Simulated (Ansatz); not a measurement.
The system is Te2Mo.

```xyz
12
Lattice="6.3300 0.0000 0.0000 0.0000 3.4690 0.0000 -0.9468 0.0000 13.8276" Properties=species:S:1:pos:R:3 pbc="T T T"
Te    5.4013    2.6018    8.3588
Te   -0.0181    0.8672    5.4688
Te    4.9099    0.8672   11.7728
Te    0.4733    2.6018    2.0548
Te    1.7550    2.6018   12.3826
Te    3.6282    0.8672    1.4450
Te    2.1916    0.8672    8.9658
Te    3.1917    2.6018    4.8618
Mo    4.2299    2.6018   13.7253
Mo    1.1533    0.8672    0.1023
Mo    3.8493    0.8672    6.8225
Mo    1.5339    2.6018    7.0051
```

Base run:

```yaml
Program: Ansatz 0.2.0
Functional: LDA
Potentials_or_basis: Ansatz PAW
Cutoff: 420 eV
Density_cutoff: 1680 eV
k_mesh: 4 × 8 × 2
Occupations: fermi-dirac, width 0.05 eV
Spin: no spin polarisation
```

Its results: band gap on the k mesh none (metal or under the smearing width); pressure -3.3 GPa; largest force 0.410 eV/Å.

Task: The run is repeated on the same cell with these changes: functional from LDA to BLYP. What comes out?

Result: Band gap on the k mesh none (metal or under the smearing width); pressure 8.6 GPa; largest force 0.504 eV/Å.

BLYP binds less tightly than LDA, so the same cell stands under more pressure.

Caveats: the PAW data sets come from PBE, with cores solved anew for the run's functional, which leaves a small shift of forces and pressure; the potentials were made for another functional, which shifts forces and pressure (some runs).

Not every run made on this cell is shown here.
